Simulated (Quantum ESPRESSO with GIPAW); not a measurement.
# Oxygen-17 and tantalum-181 NMR shieldings of cubic KTaO3 under isotropic strain, from GIPAW with PBEsol

Strain changes the dielectric response of KTaO3, a material used in tunable microwave components and as a substrate for oxide electronics, so a local measure of strain would be useful. NMR could supply one if the shift per unit of strain is known and the strain to be detected moves the line by more than its width. We computed the isotropic shieldings of oxygen and tantalum in the cubic crystal, strained equally along all axes, with GIPAW and the PBEsol functional. Strain is counted from the starting cell and is positive for tension. The shieldings are on the absolute scale, and a fall in shielding is a rise in the observed shift. We ask how steeply each nucleus responds, and what strain a given shift would correspond to.

## How the numbers were made

One crystal, KTaO3 (Pm-3m) (known phase), strained from its starting cell (the cell of the entry); all shielding runs share files, cutoffs and k divisions. Shieldings by GIPAW with PBEsol in Quantum ESPRESSO with gipaw.x (a patched development version 8.0), plane-wave PAW files from pslibrary 1.0.0 recipes, scalar-relativistic cores, no spin-orbit coupling, no spin; in these runs cutoffs 55 Ry, k spacing 0.23 Å⁻¹ (2π included) or finer. The macroscopic shape term was treated afterwards and alike for all rows, whichever way its switch stood in a run: any printed term was subtracted, and where a column says so that of a sphere was added from the printed susceptibility. Static atoms. The first shell of a cation holds the anions within 1.2 times its shortest bond (1.3 for large cations, and wider where that leaves a large cation fewer than four or five); that of an anion holds the cations whose shells include it; covalently bonded atoms count in both. k meshes of the tabled runs: 7×7×7. In some ground-state or relaxation runs pw.x warned of eigenvalues not converged in a step; every run reached its self-consistency threshold. The same in all rows: atomic positions in the strained cell: fractional positions of the starting cell.

Notes on method and selection:

- Shielding and shift run in opposite directions: δ ≈ σ(reference) − σ.
- Static lattice: no motional averaging.
- The response operators are non-relativistic and spin-orbit coupling is absent, so values at or next to heavy atoms are less sure.
- Of the rows, the total energy is lowest at +0 % strain; zero strain is the starting cell.
- These shielding methods need a band gap: all members are semiconductors or insulators at this level. The paramagnetic part grows as the gap narrows, and semilocal functionals make gaps too small. Runs that missed the f-sum rule by more than 0.015 electrons for each three atoms, or whose printed susceptibility was strongly positive, were left out.
- Runs that did not converge, have known faults or may not be shown are not listed, and runs on Ansatz's PAW sets soft_1 and soft_2 are kept to separate tables.

Columns:

- strain (%): linear strain, positive for tension: equal strain along all axes.
- bond length (Å): mean distance from O to its first shell.
- σ(17O) (ppm): isotropic 17O shielding (bound to Ta2K4, atom 3 of the cell), absolute scale, with the macroscopic shape term taken out.
- σ(181Ta) (ppm): the same for 181Ta (TaO6, atom 1).

Input lines of one member:

```
&inputgipaw
  job = 'nmr'
  prefix = 'x'
  tmp_dir = './tmp/'
  restart_mode = 'from_scratch'
  verbosity = 'low'
  q_gipaw = 0.01
  spline_ps = .true.
  conv_threshold = 1.0d-11
  use_nmr_macroscopic_shape = .false.
  pawproj(1) = .true.
  pawproj(2) = .true.
  pawproj(3) = .true.
/
```

Command (options for logging and memory left out): `mpirun -np 4 gipaw.x -in nmr.in > nmr.out`

## The series

| member | strain (%) | bond length (Å) | σ(17O) (ppm) | σ(181Ta) (ppm) |
| --- | --- | --- | --- | --- |
| −2 % | −2.0 | ? | ? | ? |
| −1.5 % | −1.5 | 2.5066 | −164.39 | 3080.68 |
| −1 % | −1.0 | 2.5194 | −169.48 | 3062.21 |
| unstrained | 0.0 | 2.5448 | −180.31 | 3017.41 |
| +0.5 % | 0.5 | 2.5575 | −186.07 | 2991.08 |
| +1 % | 1.0 | ? | ? | ? |
| +2 % | 2.0 | 2.5957 | −204.78 | 2896.27 |

Cells marked ? are withheld until the estimate has been made.

Least-squares fits to the members shown, with x = strain (%); R² and errors in the fitted variable (y, or ln y where the fit is in ln y):

| y | members | fit | R² | rms residual | leave-one-out rms | the same for the mean of the others |
| --- | --- | --- | --- | --- | --- | --- |
| σ(17O) (ppm) | 5 | y = −181.0 − 11.54 x | 1.00 | 0.62 | 1.4 | 18 |
| σ(181Ta) (ppm) | 5 | y = 3009.5 − 52.687 x | 0.99 | 7.1 | 16 | 81 |

## Reading the trend

Both shieldings fall from each row to the next as the cell expands. Between 0 and +0.5 % strain, oxygen changes by (−186.07 − (−180.31)) / 0.5 = −11.52 ppm per percent and tantalum by (2991.08 − 3017.41) / 0.5 = −52.66 ppm per percent. Near the starting cell, a rise of 1 ppm in the oxygen shift therefore corresponds to about 1 / 11.52 = 0.087 % of linear tension, and the same rise for tantalum to 1 / 52.66 = 0.019 %.

The response steepens with expansion. For oxygen the slope goes from −10.18 ppm per percent between −1.5 and −1 % to −12.47 between +0.5 and +2 %; for tantalum it goes from −36.94 to −63.21. A single conversion factor thus serves only for small strains, above all for tantalum.

The fall comes mainly from the paramagnetic and bare parts of the shielding; the core part is constant and the diamagnetic part hardly moves. The likely mechanism is the weakening of the Ta–O bond. As it lengthens, the overlap of O 2p with Ta 5d shrinks and the filled bonding and empty antibonding levels draw together. The paramagnetic term varies roughly as $-\langle r^{-3}\rangle/\Delta E$, so a smaller excitation energy $\Delta E$ deshields both nuclei. Weaker mixing also leaves less Ta 5d character in the filled states and less O 2p character in the empty ones. This acts the other way at both nuclei, but the computed sign shows that it does not prevail. No internal relaxation is involved, because the imposed cubic symmetry fixes every atom; it also excludes a polar distortion, which tension favours in KTaO3.

Tantalum is the more sensitive nucleus on paper, but its large quadrupole moment makes its line broaden strongly wherever defects or uneven strain disturb the cubic site. Oxygen may then be the more practical probe, although 17O is quadrupolar too and its site is not cubic, so any quadrupolar shift has to be separated from the change in shielding. An epitaxial film is strained in two directions only, so these isotropic slopes do not carry over to it directly.

## Predicting the missing value

Plain estimates from the members shown:

- +1 %, fit at x = 1.0: −192.54 ppm
- +1 %, straight-line interpolation between +0.5 % and +2 %: w = (1.0 − 0.5) / (2.0 − 0.5) = 0.333, so −186.07 + 0.333 × (−204.78 − (−186.07)) = −192.31 ppm
- −2 %, fit at x = −2.0: −157.92 ppm (an extrapolation)

The straight-line fit misses the steady curvature of the oxygen data, and the chord between +0.5 and +2 % lies below a curve that bends downwards. We therefore pass a parabola through the three rows nearest in strain to each missing member.

For +1 % these are 0, +0.5 and +2 %. The curvature coefficient is (−12.473 + 11.52) / 2.0 = −0.477, which gives −180.31 − 11.52 × 1.0 − 0.477 × 1.0 × 0.5 = −192.07 ppm.

For −2 % they are −1.5, −1 and 0 %. The coefficient is (−10.83 + 10.18) / 1.5 = −0.433, which gives −164.39 + 10.18 × 0.5 − 0.433 × 0.5 × 1.0 = −159.52 ppm. The linear fit gives −157.92 ppm there because it ignores the flatter slope under compression.

Applied to each shown row in turn, with that row left out, the same route misses by about 0.01 ppm for the three inner rows, 0.02 ppm at −1.5 % and 0.05 ppm at +2 %. The rms miss over all five is just under 0.03 ppm, which we take as the error at +1 %. For −2 %, an extrapolation, we take the larger of the two end misses, 0.05 ppm. The structure and the numerical settings are the same throughout, so nothing argues for a further correction.

**Committed estimate, +1 %: σ(17O) = −192.07 ± 0.03 ppm.**  
**Committed estimate, −2 %: σ(17O) = −159.52 ± 0.05 ppm.**

## Result

| member | strain (%) | bond length (Å) | σ(17O) (ppm) | σ(181Ta) (ppm) |
| --- | --- | --- | --- | --- |
| −2 % | −2.0 | 2.4939 | −159.53 | 3096.61 |
| +1 % | 1.0 | 2.5703 | −192.05 | 2962.15 |

| member | estimate | σ(17O) (ppm) | computed | estimate − computed | miss in error bars |
| --- | --- | --- | --- | --- | --- |
| +1 % | committed | −192.07 | −192.05 | −0.02 | 0.7 |
| +1 % | fit | −192.54 | −192.05 | −0.49 |  |
| +1 % | interpolation | −192.31 | −192.05 | −0.26 |  |
| −2 % | committed | −159.52 | −159.53 | +0.01 | 0.2 |
| −2 % | fit | −157.92 | −159.53 | +1.61 |  |

Both estimates fell inside their error bars. At +1 % strain the parabola missed by 0.02 ppm, against 0.26 ppm for straight-line interpolation and 0.49 ppm for the linear fit. At −2 %, outside the range of the rows then shown, it missed by 0.01 ppm and the linear fit by 1.61 ppm. What held was the argument from curvature: the oxygen shielding falls faster as the cell expands, and the change of slope is steady enough to be carried half a percent further into compression.

This success says little about the mechanism, since any smooth dependence on bond length would have been reproduced as well. The two nuclei do differ in curvature. Between the first and last intervals of the series the oxygen slope grows from −9.72 to −12.73 ppm per percent, a factor of 12.73 / 9.72 = 1.31, while that of tantalum grows from −31.86 to −65.88, a factor of 65.88 / 31.86 = 2.07. One possible reason is that the loss of 5d character from the filled states, which raises the tantalum shielding under tension, offsets more of the fall in the compressed cell than in the expanded one, but the shieldings alone cannot establish this.

## Members off the line

Least-squares fits to the whole series, with x = strain (%); R² and errors in the fitted variable (y, or ln y where the fit is in ln y):

| y | members | fit | R² | rms residual | leave-one-out rms | the same for the mean of the others |
| --- | --- | --- | --- | --- | --- | --- |
| σ(17O) (ppm) | 7 | y = −181.1 − 11.25 x | 1.00 | 0.71 | 1.2 | 17 |
| σ(181Ta) (ppm) | 7 | y = 3008 − 49.45 x | 0.99 | 8.1 | 14 | 77 |

Largest departures from the fit to the whole series:

| member | σ(17O) (ppm) | fit | computed − fit | in rms residuals |
| --- | --- | --- | --- | --- |
| +2 % | −204.78 | −203.60 | −1.18 | 1.7 |
| −2 % | −159.53 | −158.60 | −0.93 | 1.3 |
| unstrained | −180.31 | −181.10 | +0.79 | 1.1 |
| +0.5 % | −186.07 | −186.72 | +0.66 | 0.9 |

No row stands out. The computed oxygen shieldings lie below the straight line at both ends (−1.18 ppm at +2 %, −0.93 ppm at −2 %) and above it in the middle (+0.79 ppm for the unstrained cell, +0.66 ppm at +0.5 %), which is the pattern left when a line is fitted to a curve that bends downwards. A quadratic term removes these departures almost entirely, so they need no separate causes.

## What to take away

From −2 to +2 % isotropic strain $x$ (in percent), the oxygen shielding in ppm follows $\sigma = -180.31 - 11.31x - 0.461x^2$. The constants come from the rows at −2, 0 and +2 %: the linear one is (−204.78 + 159.53) / 4 = −11.31 and the quadratic one (−204.78 − 159.53 + 2 × 180.31) / 8 = −0.461. The other four rows are met within about 0.03 ppm. A further strain inside this range can be estimated about as well, at this level of theory.

An oxygen shift 5 ppm above that of the unstrained crystal then indicates about 0.43 % linear tension (11.31 × 0.43 + 0.461 × 0.43² = 4.9 ppm). If the line is itself 5 ppm wide, smaller strains will be hard to detect from its position. Warming also expands the lattice, so sample and reference should be compared at the same temperature.

For tantalum, the omitted relativistic terms, spin-orbit coupling among them, probably raise the absolute shielding by thousands of ppm, far more than the 200 ppm spanned by the series. Most of that arises in the core and should cancel between strains, so the slope is more reliable than the absolute value.

[Logs are printed without paths, hosts, clocks, repeated set-up lines and the standing remarks that a program may print on its own settings, such as how far it seeks lower states.]
